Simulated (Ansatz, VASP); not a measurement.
## MgO: VASP beside Ansatz

```xyz
2
Lattice="2.6234 0.0000 0.0000 0.0000 2.6234 0.0000 0.0000 0.0000 2.6234" Properties=species:S:1:pos:R:3 pbc="T T T"
Mg    0.0000    0.0000    0.0000
O     1.3117    1.3117    1.3117
```

Alike in both runs: task relaxation of cell and atoms; functional r2SCAN; k mesh 10 × 10 × 10; no spin polarisation.

|  | VASP | Ansatz |
| --- | --- | --- |
| version | VASP 6.6.1 | Ansatz 0.2.0 |
| potentials or method | VASP PAW PBE potentials, release 64 (Mg, O) | scalar-relativistic, plane waves, PAW |
| plane-wave cutoff (eV) | 600 | 500 |
| occupations | gaussian, width 0.01 eV | fixed |
| valence electrons in the cell | 8 | 16 |

```csv
,VASP,Ansatz,Ansatz less VASP
"gap on the k mesh at the Fermi level, each at its own relaxed structure (eV)",3.54,3.49,-0.044
relaxed volume (Å³/atom),8.95,9.03,+0.078
relaxed cell length with the largest relative difference (Å),2.616,2.623,+0.0075
```

The two sets of potentials don't hold the same shells in valence.

Caveats: the PAW data sets were made with another functional, which shifts forces and pressure a little (VASP). A k mesh can miss the band edges.
